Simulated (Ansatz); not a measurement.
This script drives Ansatz 0.2.0, Python API.

The script, `run_ddh.py`:
```python
"""A hybrid whose exact exchange is one over the dielectric constant of CaSe."""

import ansatz as az
import numpy as np


def count_gap(report):
    # lowest empty less highest filled band, counting bands; zero where they overlap
    return max(report.get("gap_by_band_count_ev") or 0.0, 0.0)


def main() -> None:
    cell = (
        az.Lattice.from_parameters(4.666905, 4.666905, 4.666905, alpha=60.0, beta=60.0, gamma=60.0)
        .atom("Ca", (0.0, 0.0, 0.0))
        .atom("Se", (0.75, 0.75, 0.75))
    )

    calculation = (
        cell.calculation()
        .basis(39 * az.Ry)
        .accuracy("high")
        .kpoints(2, 2, 2)  # the mesh must be finer for metals
        .mixing("broyden", preconditioner="kerker_dos")
        .scf(max_iterations=80)
        .occupations("fixed")  # no smearing
        .band_table()  # levels at the mesh points
    )
    semilocal = calculation.functional("pbesol").run().report
    hybrid = calculation.functional(exchange="pbesol", correlation="pbesol", exact_fraction="inverse_dielectric").run().report
    alpha = hybrid["hybrid"]["exact_exchange_fraction"]
    print(f"fraction of exact exchange {alpha:.4f}, so eps_inf = {1 / alpha:.2f}")
    print(f"gap by band count: {count_gap(semilocal):.3f} eV semilocal, {count_gap(hybrid):.3f} eV hybrid")


if __name__ == "__main__":
    main()
```

It is started by `python run_ddh.py`. Estimate its wall time and peak memory on 1 thread of Arm Neoverse V1, with other jobs on the host.

It took about 35 s, with a peak of 0.65 GiB, for 2 runs of the engine.

Output of `python run_ddh.py`:
```text
fraction of exact exchange 0.2542, so eps_inf = 3.93
gap by band count: 2.998 eV semilocal, 4.705 eV hybrid
```

The fraction is 0.2542, one over a mean dielectric constant (a third of the trace) of 3.93. It opens the gap from 2.998 to 4.705 eV, by 1.71 eV.

Notes:
- These settings explore the input space; cutoff and mesh may be short of convergence.
- The k-point mesh is coarse, and energy and stress weren't tested for convergence.
- This cell is a computed structure, which may not be the phase found in nature.
- Levels are Kohn-Sham eigenvalues on this mesh, without spin-orbit coupling.
- The gaps are those of a coarse mesh; the run finds the dielectric constant of the semilocal functional on meshes of its own.
